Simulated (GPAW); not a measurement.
The system is Pt.

```
CELL_PARAMETERS angstrom
0.00000 1.96090 1.96090
1.96090 0.00000 1.96090
1.96090 1.96090 0.00000
ATOMIC_POSITIONS crystal
Pt 0.00000 0.00000 0.00000
```

* Program: GPAW 26.7.0
* Task: relaxation of cell and atoms
* Functional: PBEsol
* Dispersion: D3(BJ)
* Potentials or basis: PAW data sets generated in the run's folder for this functional
* Cutoff: 600 eV
* Basis: pw
* k mesh: 12 × 12 × 12
* Occupations: fermi-dirac, width 0.05 eV
* Spin: no spin polarisation

At the start: pressure -9.0 GPa; volume 15.08 Å³/atom.

Problem. How do energy, volume and symmetry change on relaxing?

Solution. Over 3 steps the energy falls by 13.5 meV/atom and the volume is 14.62 Å³/atom (-3.1 %); space group Fm-3m (No. 225, to 0.05 Å).

The path:
```csv
step,energy change (eV),largest force (eV/Å),pressure (GPa),volume (Å³)
1,0.0000,0.0000,-8.95,15.08
2,-0.0132,0.0000,1.52,14.54
3,-0.0135,0.0000,-0.08,14.62
```

Final structure:
```
Pt
1.0
     0.00000    1.94072    1.94072
     1.94072    0.00000    1.94072
     1.94072    1.94072    0.00000
Pt
1
Direct
  0.00000 0.00000 0.00000
```

Caveat: later steps reuse the first step's grids; pairwise dispersion overbinds metals, which lowers pressure and volume.
